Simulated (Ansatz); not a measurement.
# Gd: the cost of one run

Program: Ansatz 0.2.0. Level of theory: DFT, PBE, PAW with Ansatz's default frozen-core files, scalar-relativistic. These are calculated values, not measurements.

1 further run of the same task is left out (set aside as unsound or not needed). Runs told in other sessions of the task aren't counted.

### 1 The structure to begin with

The structure is trigonal, space group P-3m1 (No. 164). The conventional cell has a = 3.656 Å, b = 3.656 Å, c = 11.780 Å, α = 90.00°, β = 90.00°, γ = 120.00°. Gd (site symmetry -3m) is surrounded by 12 Gd at 3.60 to 3.66 Å. Around Gd (site symmetry -3m) lie 12 Gd at 3.64 to 3.66 Å. Gd (site symmetry 3m) has 12 Gd at 3.60 to 3.66 Å in its first shell of neighbours.

As a file:

```xyz
4
Lattice="3.6555 0.0000 0.0000 -1.8278 3.1658 0.0000 0.0000 0.0000 11.7796" Properties=species:S:1:pos:R:3 pbc="T T T"
Gd    0.0000    0.0000    0.0000
Gd    0.0000    0.0000    5.8898
Gd    0.0000    2.1105    2.9223
Gd    1.8278    1.0553    8.8573
```

Atoms are numbered in the order of the input: Gd1, Gd2, Gd3, Gd4.

### 2 Free moments from the typed start, PAW

File input.yaml:

```yaml
crystal:
  lattice:
    - [3.6555206459, 0.0, 0.0]
    - [-1.827760323, 3.1657737434, 0.0]
    - [0.0, 0.0, 11.77960696]
  atoms:
    - { symbol: Gd, position: [0.0, 0.0, 0.0], spin: 7.0 }
    - { symbol: Gd, position: [0.0, 0.0, 0.5], spin: -7.0 }
    - { symbol: Gd, position: [0.3333333333, 0.6666666667, 0.24808348], spin: 7.0 }
    - { symbol: Gd, position: [0.6666666667, 0.3333333333, 0.75191652], spin: 7.0 }
magnetization:
  spin_polarized: true
kpoints:
  mp_grid: { grid: [9, 9, 3] }
scf:
  occupations: { method: fermi_dirac, width: 0.05 }
hamiltonian:
  xc: pbe
  pseudopotentials: { kind: paw }
output:
  forces: true
  stress: true
  eigenvalues: true
  populations: true
  dos: { projected: true, de: 0.1, e_range: [-8, 5] }
  write_density: true
  write_potential: true
  elf: true
  volumetric_format: npy
```

Started as:

```console
$ ansatz run input.yaml --threads 2 --pin off --max-ram 6144MiB --backend cpu --events-out ev --progress --plain --runs-dir out
```

Q: Estimate wall time and peak memory on 2 threads of AMD EPYC 9R45 (Zen 5), shared host.

About 10 s, with a peak of 0.73 GiB.
